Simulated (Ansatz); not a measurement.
Runs of Ansatz 0.2.0 on Sb. It takes space group Im-3m (No. 229, cubic). The conventional cell has a = 3.743 Å, b = 3.743 Å, c = 3.743 Å, α = 90.00°, β = 90.00°, γ = 90.00°. Sb (site symmetry m-3m) has 8 Sb at 3.24 Å as nearest neighbours. This isn't the form of Sb at room conditions, which is rhombohedral.

| level | gap on the mesh (eV) | pressure (GPa) | relaxed volume (Å³/atom) |
| --- | --- | --- | --- |
| PBE | none | 0.0 | 27.50 |
| PBE+D4 | none | 0.0 | 26.21 |
| PBE+D3(BJ)-ATM | none | 0.0 | 26.33 |
| PBE+D3(BJ) | none | 0.0 | (a) |

Alike in all rows: task relaxation of cell and atoms; potentials or basis Ansatz PAW; no spin polarisation; cell relaxed; k mesh 10 × 10 × 10; cutoff (eV) 420; smearing fermi-dirac 0.05 eV.

Task: Fill in the values left out.

Result: (a) 26.17.

Caveats: the plane-wave basis is chosen anew once the cell has moved, so the energies of steps on either side of that aren't comparable; pairwise dispersion overbinds metals, which lowers pressure and volume (some runs).

A k mesh can miss the band edges, and the runs leave out spin-orbit coupling on Sb.

A gap of «none» marks a metal or a gap under the smearing width.
